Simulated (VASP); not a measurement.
## VASP 6.6.1 run: SiC

INCAR

```
GGA = PE
EDIFF = 1E-8
LWAVE = .FALSE.
PREC = Accurate
NSW = 0
SIGMA = 0.02
LREAL = .FALSE.
IBRION = -1
NBANDS = 11
NELM = 70
ISIF = 2
ENCUT = 520
ISMEAR = -1
LASPH = .TRUE.
LCHARG = .FALSE.
```

KPOINTS

```
KPOINTS created by Atomic Simulation Environment
0
Gamma
10 10 10
0 0 0
```

POSCAR

```
Si C
 1.0000000000000000
     0.0000000000000000    2.1562718274999999    2.1562718274999999
     2.1562718274999999    0.0000000000000000    2.1562718274999999
     2.1562718274999999    2.1562718274999999    0.0000000000000000
 Si  C
   1   1
Cartesian
  0.0000000000000000  0.0000000000000000  0.0000000000000000
  1.0781359137500000  1.0781359137500000  1.0781359137500000
```

The recommended PBE PAW datasets give the neutral cell 8 valence electrons.

Command

```
mpirun -np 1 vasp_std
```

OSZICAR

```
N       E                     dE             d eps       ncg     rms          rms(c)
DAV:   1     0.501599863057E+01    0.50160E+01   -0.39519E+03  1074   0.615E+02
DAV:   2    -0.162746034378E+02   -0.21291E+02   -0.20364E+02  1309   0.114E+02
DAV:   3    -0.169719475335E+02   -0.69734E+00   -0.69582E+00  1270   0.170E+01
DAV:   4    -0.169747078938E+02   -0.27604E-02   -0.27602E-02  1163   0.135E+00
DAV:   5    -0.169747191502E+02   -0.11256E-04   -0.11257E-04  1284   0.817E-02    0.915E+00
DAV:   6    -0.150976394754E+02    0.18771E+01   -0.65460E+00  1154   0.116E+01    0.409E+00
DAV:   7    -0.150378154891E+02    0.59824E-01   -0.42623E-01  1223   0.371E+00    0.184E+00
DAV:   8    -0.150298248758E+02    0.79906E-02   -0.20845E-02  1166   0.962E-01    0.171E-01
DAV:   9    -0.150299268489E+02   -0.10197E-03   -0.15827E-03  1275   0.229E-01    0.114E-01
DAV:  10    -0.150300319801E+02   -0.10513E-03   -0.22192E-04  1169   0.917E-02    0.265E-02
DAV:  11    -0.150300340633E+02   -0.20832E-05   -0.38006E-05  1241   0.326E-02    0.686E-03
DAV:  12    -0.150300344490E+02   -0.38565E-06   -0.17567E-06  1205   0.797E-03    0.114E-03
DAV:  13    -0.150300344844E+02   -0.35485E-07   -0.79039E-08  1199   0.198E-03    0.101E-03
DAV:  14    -0.150300344734E+02    0.11046E-07   -0.55657E-09   824   0.510E-04    0.372E-04
DAV:  15    -0.150300344776E+02   -0.41932E-08   -0.98718E-10   664   0.201E-04
   1 F= -.15030034E+02 E0= -.15030034E+02  d E =-.106376E-10
```

From OUTCAR

```
k-points           NKPTS =     47   k-points in BZ     NKDIM =     47   number of bands    NBANDS=     11

   NELECT =       8.0000    total number of electrons

   dimension x,y,z NGX =    24 NGY =   24 NGZ =   24
   dimension x,y,z NGXF=    48 NGYF=   48 NGZF=   48

  energy-cutoff  :      520.00
  volume of cell :       20.05
      direct lattice vectors                 reciprocal lattice vectors
     0.000000000  2.156271827  2.156271827    -0.231881711  0.231881711  0.231881711
     2.156271827  0.000000000  2.156271827     0.231881711 -0.231881711  0.231881711
     2.156271827  2.156271827  0.000000000     0.231881711  0.231881711 -0.231881711

 k-points in reciprocal lattice and weights: KPOINTS created by Atomic Simulation Env
   0.00000000  0.00000000  0.00000000       0.001
   0.10000000  0.00000000  0.00000000       0.008
   0.20000000  0.00000000  0.00000000       0.008
   0.30000000  0.00000000  0.00000000       0.008
   0.40000000  0.00000000  0.00000000       0.008
   0.50000000  0.00000000  0.00000000       0.004
   0.10000000  0.10000000  0.00000000       0.006
   0.20000000  0.10000000  0.00000000       0.024
   ...

 E-fermi :   8.8510

 k-point     1 :       0.0000    0.0000    0.0000
  band No.  band energies     occupation
      1      -7.1886      2.00000
      2       8.4638      2.00000
      3       8.4638      2.00000
      4       8.4638      2.00000
      5      15.0678      0.00000
      6      15.9934      0.00000
      7      15.9934      0.00000
      8      15.9934      0.00000
      9      23.1562      0.00000
     10      23.1562      0.00000
     11      25.4386      0.00000

 k-point     2 :       0.1000    0.0000    0.0000
  band No.  band energies     occupation
      1      -6.9882      2.00000
      2       7.4511      2.00000
      3       8.3294      2.00000
      4       8.3294      2.00000
      5      15.2782      0.00000
      6      16.2412      0.00000
      7      16.2412      0.00000
      8      16.3151      0.00000
      9      22.1832      0.00000
     10      22.1832      0.00000
     11      25.0226      0.00000

 k-point     3 :       0.2000    0.0000    0.0000
  band No.  band energies     occupation
      1      -6.3959      2.00000
      2       5.3024      2.00000
      3       8.0208      2.00000
      4       8.0208      2.00000
      5      14.9504      0.00000
      6      16.5929      0.00000
      7      16.5929      0.00000
      8      17.5448      0.00000
      9      21.5125      0.00000
     10      21.5125      0.00000
     11      24.1199      0.00000

 k-point     4 :       0.3000    0.0000    0.0000
  band No.  band energies     occupation
      1      -5.4466      2.00000
      2       2.9439      2.00000
      3       7.7028      2.00000
      4       7.7028      2.00000
      5      14.5412      0.00000
      6      16.4115      0.00000
      7      16.4115      0.00000
      8      18.4731      0.00000
      9      22.3878      0.00000
     10      22.3878      0.00000
     11      23.9084      0.00000

 k-point     5 :       0.4000    0.0000    0.0000
  band No.  band energies     occupation
      1      -4.2662      2.00000
      2       0.8370      2.00000
      3       7.4827      2.00000
      4       7.4827      2.00000
      5      14.2746      0.00000
      6      15.9989      0.00000
      7      15.9989      0.00000
      8      18.7065      0.00000
      9      24.3865      0.00000
     10      24.3865      0.00000
     11      24.5607      0.00000

 ...

  Total        1.3420541      1.3420541      1.3420541     -0.0000000      0.0000000     -0.0000000
  in kB      107.2358674    107.2358674    107.2358674     -0.0000000      0.0000000     -0.0000000
  external PRESSURE =     107.2358674 kB  Pullay stress =       0.0000000 kB

 POSITION                                       TOTAL-FORCE (eV/Angst)
 -----------------------------------------------------------------------------------
      0.00000      0.00000      0.00000         0.000000      0.000000      0.000000
      1.07814      1.07814      1.07814        -0.000000     -0.000000     -0.000000
 -----------------------------------------------------------------------------------
    total drift:                                0.000000      0.000000      0.000000

  FREE ENERGIE OF THE ION-ELECTRON SYSTEM (eV)
  ---------------------------------------------------
  free  energy   TOTEN  =       -15.0300344776 eV

  energy  without entropy=      -15.0300344776  energy(sigma->0) =      -15.03003448
```

It converged. Results: gap between bands v and c on the k mesh 1.33 eV; least direct gap on the k mesh 4.57 eV; pressure 10.7 GPa. Band v is the last that the valence electrons fill when counted band by band, and c is the next.

For comparison, a separate PBE run of the intended cell, on usual settings and not on those above, gives a gap of 1.33 eV on its mesh and a pressure of 10.7 GPa.

The run above took about 7 s on one core of a shared host (Intel Xeon Platinum 8488C) and held 0.13 GiB at most.
